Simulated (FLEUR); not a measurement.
Runs of FLEUR MaX-R8.1 (later development tree) on LiCl. The structure is cubic, space group Fm-3m (No. 225). Conventional cell: a = 5.130 Å, b = 5.130 Å, c = 5.130 Å, α = 90.00°, β = 90.00°, γ = 90.00°. Cl (site symmetry m-3m) has 6 Li at 2.56 Å as nearest neighbours. Around Li (site symmetry m-3m) lie 6 Cl at 2.56 Å. 

```tsv
task	level	gmax	muffin-tin radii	max iterations	mixing factor	mixer	kmax	gap on the mesh (eV)	V0 of scaled cells (Å³/atom)	B0 (GPa)
single point	PBE	13 1/bohr	Cl 2.33, Li 2.02 bohr	60	0.05	Anderson	4.21 1/bohr	6.33	-	-
equation of state	r2SCAN	13 1/bohr	Cl 2.33, Li 2.02 bohr	-	-	-	4.21 1/bohr	-	(a)	35
band structure	PBEsol	12.7 1/bohr	Cl 2.4, Li 2.08 bohr	60	0.05	Anderson	4.1 1/bohr	6.13	-	-
band structure	LDA	12.7 1/bohr	Cl 2.4, Li 2.08 bohr	60	0.05	Anderson	4.1 1/bohr	(b)	-	-
equation of state	PBE	13 1/bohr	Cl 2.33, Li 2.02 bohr	-	-	-	4.21 1/bohr	-	17.08	32
```

Alike in all rows: potentials or basis all-electron, FLAPW; no spin polarisation; cell as given; k mesh 9 × 9 × 9; smearing fermi-dirac 0.05 eV.

Q: Fill in the values left out.

A: (a) 16.69; (b) 5.99.

Caveats: an odd mesh through Γ misses points on the zone boundary, where band edges often lie (some runs); the meta-GGA is that of a development version, with a GGA for the radial functions and cores and without core tails (some runs).

Not every run made on this cell is shown here.
